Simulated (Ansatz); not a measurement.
Crystal: TiPt3.

```
CELL_PARAMETERS angstrom
3.89700 0.00000 0.00000
0.00000 3.89700 0.00000
0.00000 0.00000 3.89700
ATOMIC_POSITIONS crystal
Pt 0.50000 0.50000 0.00000
Pt 0.50000 0.00000 0.50000
Pt 0.00000 0.50000 0.50000
Ti 0.00000 0.00000 0.00000
```

Base run:

| Item | Value |
| --- | --- |
| Program | Ansatz 0.2.0 |
| Functional | PBEsol |
| Potentials or basis | all-electron LAPW, scalar-relativistic |
| Cutoff | 254 eV |
| Density cutoff | 1018 eV |
| Basis error allowed | 0.002 eV/atom |
| k mesh | 7 × 7 × 7 |
| Occupations | fermi-dirac, width 0.05 eV |
| Spin | no spin polarisation |

Its results: pressure 0.5 GPa.

**Question.** The run is repeated on the same cell with these changes: functional from PBEsol to PBE. What comes out?

**Answer.** Pressure 10.1 GPa.

PBE binds less tightly than PBEsol, so the same cell stands under more pressure.

Not every run made on this cell is shown here.
